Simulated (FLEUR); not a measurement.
# FeO (Pm-3m) in FLEUR: single point with LDA+U

Aim: the single point of FeO with LDA+U.

All numbers are computed with FLEUR MaX-R8.1 (later development tree); they aren't measurements. Logs are shortened: lines on timing, memory, paths and dates and some standing lists are left out, and cuts for length are marked.

### Step 1. The crystal as given

The structure is cubic, space group Pm-3m (No. 221). Conventional cell: a = 2.612 Å, b = 2.612 Å, c = 2.612 Å, α = 90.00°, β = 90.00°, γ = 90.00°. Fe (site symmetry m-3m) has 8 O at 2.26 Å as nearest neighbours. O (site symmetry m-3m) is surrounded by 8 Fe at 2.26 Å.

The cell comes from a database or a generator and needn't be the stable form of this composition.

### Step 2. Single point, LDA+U

Contents of inp.xml:

```xml
<?xml version="1.0" encoding="UTF-8" standalone="no"?>
<fleurInput fleurInputVersion="0.39">
   <comment>
      FeO                                                                                                 
   </comment>
   <calculationSetup>
      <cutoffs Kmax="4.38" Gmax="13.6" GmaxXC="13.6" numbands="0"/>
      <scfLoop itmax="100" minDistance="0.0002" maxIterBroyd="50" imix="Anderson" alpha="0.05" precondParam="0.0" spinf="2.0" sdNocoIR="T"/>
      <coreElectrons ctail="T" frcor="F" kcrel="0" coretail_lmax="0"/>
      <xcFunctional name="vwn" relativisticCorrections="F"/>
      <magnetism jspins="1"/>
      <soc l_soc="F" theta="0.0" phi="0.0" spav="F"/>
      <expertModes spex="0" secvar="F"/>
      <geometryOptimization l_f="F" forcealpha="1.0" forcemix="BFGS" epsdisp="0.00001" epsforce="0.00001"/>
      <ldaU l_linMix="F" mixParam="0.05" spinf="1.0"/>
   </calculationSetup>
   <cell>
      <bzIntegration valenceElectrons="22.0" mode="gauss" fermiSmearingEnergy="0.00183747">
         <kPointListSelection listName="default-1"/>
         <!-- k-points included here -->
         <xi:include xmlns:xi="http://www.w3.org/2001/XInclude" href="kpts.xml"> </xi:include>
      </bzIntegration>
      <!-- symmetry operations included here -->
      <xi:include xmlns:xi="http://www.w3.org/2001/XInclude" href="sym.xml"> </xi:include>
      <bulkLattice scale="1.0">
         <bravaisMatrix>
            <row-1>    4.9368521095350957     0.0000000000000000     0.0000000000000000</row-1>
            <row-2>    0.0000000000000000     4.9368521095350957     0.0000000000000000</row-2>
            <row-3>    0.0000000000000000     0.0000000000000000     4.9368521095350957</row-3>
         </bravaisMatrix>
      </bulkLattice>
   </cell>
   <atomSpecies>
      <species name="Iron (Fe)" element="Fe" atomicNumber="26">
         <mtSphere radius="2.24" gridPoints="741" logIncrement="0.016"/>
         <atomicCutoffs lmax="9" lnonsphr="9"/>
         <electronConfig flipSpins="F">
            <coreConfig>(1s1/2) (2s1/2) (2p1/2) (2p3/2)</coreConfig>
            <valenceConfig>(3s1/2) (3p1/2) (3p3/2) (4s1/2) (3d3/2) (3d5/2)</valenceConfig>
            <stateOccupation state="(3d3/2)" spinUp="1.200000" spinDown="1.200000"/>
            <stateOccupation state="(3d5/2)" spinUp="1.800000" spinDown="1.800000"/>
         </electronConfig>
         <energyParameters s="4" p="4" d="3" f="4"/>
         <ldaU l="2" U="4" J="0.0" l_amf="F"/>
         <lo type="SCLO" l="0" n="3" eDeriv="0"/>
         <lo type="SCLO" l="1" n="3" eDeriv="0"/>
         <lo type="SCLO" l="1" n="3" eDeriv="1"/>
         <lo type="SCLO" l="3" n="4" eDeriv="2"/>
      </species>
      <species name="Oxygen (O)" element="O" atomicNumber="8">
         <mtSphere radius="1.72" gridPoints="569" logIncrement="0.019"/>
         <atomicCutoffs lmax="8" lnonsphr="8"/>
         <electronConfig flipSpins="F">
            <coreConfig>(1s1/2)</coreConfig>
            <valenceConfig>(2s1/2) (2p1/2) (2p3/2)</valenceConfig>
            <stateOccupation state="(2p1/2)" spinUp="0.666667" spinDown="0.666667"/>
            <stateOccupation state="(2p3/2)" spinUp="1.333333" spinDown="1.333333"/>
         </electronConfig>
         <energyParameters s="2" p="2" d="3" f="4"/>
         <lo type="SCLO" l="0" n="2" eDeriv="2"/>
         <lo type="SCLO" l="1" n="2" eDeriv="2"/>
         <lo type="SCLO" l="2" n="3" eDeriv="2"/>
      </species>
   </atomSpecies>
   <atomGroups>
      <atomGroup species="Iron (Fe)">
         <relPos label="                   1">.0000000000 .0000000000 .0000000000</relPos>
         <force calculate="T" relaxXYZ="TTT"/>
      </atomGroup>
      <atomGroup species="Oxygen (O)">
         <relPos label="                   2">1.000/2.000 1.000/2.000 1.000/2.000</relPos>
         <force calculate="T" relaxXYZ="TTT"/>
      </atomGroup>
   </atomGroups>
   <output dos="F" band="F" slice="F">
      <checks vchk="F" cdinf="F"/>
      <bandDOS minEnergy="-.5*Htr" maxEnergy="0.5*Htr" sigma="0.015" storeEVData="T"/>
      <vacuumDOS vacdos="F" integ="F" star="F" nstars="0" locx1="0.0" locy1="0.0" locx2="0.0" locy2="0.0" nstm="0" tworkf="0.0"/>
      <unfoldingBand unfoldBand="F" supercellX="1" supercellY="1" supercellZ="1"/>
      <plotting iplot="0" polar="F">
         <plot TwoD="T" vec1="  1.0  0.0  0.0" vec2="  0.0  1.0  0.0" vec3="  0.0  0.0  1.0" zero="  0.0  0.0  0.0" file="plot"/>
      </plotting>
      <chargeDensitySlicing numkpt="0" minEigenval="0.0" maxEigenval="0.0" nnne="0" pallst="F"/>
      <specialOutput eonly="F"/>
      <moessbauerParams electricFieldGradient="T" isomerShift="T" coreHyperfine="T" valenceHyperfine="T"/>
      <magneticCircularDichroism mcd="F" energyLo="-10.0" energyUp="0.0"/>
   </output>
  <!-- We include the file relax.xml here to enable relaxations (see documentation) -->
  <xi:include xmlns:xi="http://www.w3.org/2001/XInclude" href="relax.xml"> <xi:fallback/> </xi:include>
</fleurInput>
```

Contents of crystal.txt:

```
FeO
&input cartesian=F /
2.6124696300  0.0000000000  0.0000000000
0.0000000000  2.6124696300  0.0000000000
0.0000000000  0.0000000000  2.6124696300
1.8897261246
1.0 1.0 1.0

2
26 0.0000000000  0.0000000000  0.0000000000
8 0.5000000000  0.5000000000  0.5000000000

&kpt div1=7 div2=7 div3=7 gamma=T /
```

Potentials or basis: all-electron, FLAPW.

Run with:

```console
> inpgen -f crystal.txt -profile fastHighL
> # inp.xml edited to the form shown
> fleur_MPI
```

Log:

```text
Welcome to FLEUR        (www.flapw.de)
      MaX-Release 8.1          (www.max-centre.eu)

 ========== k-point set info ==========
 Selected k-point list: default-1
 k-point list type: mesh
 7 x 7 x 7
 Number of k points: 20

 ------------Calculation Setup---------------------------
 Number of MPI-tasks      :            1
 Number of PE/node        :            1
 Number of OMP-threads    :            1
 Most efficient MPI parallelization for:
           1           2           4           5          10          20
 Additional eigenvalue parallelization possible
 Number of basis functions:          231
 Approximate size of matrices (H+S) per k-point:         0.001 GB
 --------------------------------------------------------
 no density matrix found ... skipping LDA+U
 Reset of history
 Iteration:     1   Distance:      11.64142468 me/bohr^3
 Iteration:     2   Distance:      11.94671464 me/bohr^3
 Iteration:     3   Distance:      11.25718125 me/bohr^3
 Iteration:     4   Distance:       9.05568765 me/bohr^3
 Iteration:     5   Distance:       8.41171240 me/bohr^3
 Iteration:     6   Distance:       8.82512523 me/bohr^3
 Iteration:     7   Distance:       8.14033800 me/bohr^3
 Iteration:     8   Distance:      10.00793682 me/bohr^3
 Iteration:     9   Distance:       9.34558877 me/bohr^3
 Iteration:    10   Distance:       9.42209449 me/bohr^3
[... 15 lines left out ...]
 Iteration:    26   Distance:       0.34302074 me/bohr^3
 Iteration:    27   Distance:       0.53916123 me/bohr^3
 Iteration:    28   Distance:       0.08610749 me/bohr^3
 Iteration:    29   Distance:       0.08387683 me/bohr^3
 Iteration:    30   Distance:       0.03353162 me/bohr^3
 Iteration:    31   Distance:       0.02462377 me/bohr^3
 Iteration:    32   Distance:       0.00791960 me/bohr^3
 Iteration:    33   Distance:       0.00203509 me/bohr^3
 Iteration:    34   Distance:       0.00055534 me/bohr^3
 Iteration:    35   Distance:       0.00010674 me/bohr^3

 ********************************************************************
 Run finished successfully
 Stop message:
   all done
 ********************************************************************
```

Wall time 16 s (1 thread of Arm Neoverse V2, shared host); peak memory 0.09 GiB.

Results:

| Item | Value |
| --- | --- |
| Free energy | -36604.0346 eV |
| Valence electrons inside the program's atomic spheres | Fe 14.60; O 5.36 (radii Fe 2.24, O 1.72 bohr) |

Eigenvalues of the final occupation matrices:
```
       site  spin  trace               eigenvalues
atom type 1     1   6.13  0.85 0.85 0.85 1.79 1.79
```

Core levels (eV from the Fermi level):
```csv
atom,levels
1 Fe,"1s1/2 -6974.6, 2s1/2 -810.1, 2p1/2 -698.6, 2p3/2 -686.1"
2 O,1s1/2 -503.7
```

Caveat: with Gaussian smearing the program prints no entropy term, so the energy of a metal isn't a free energy; the run has no spin polarisation, though such a crystal can be magnetic.
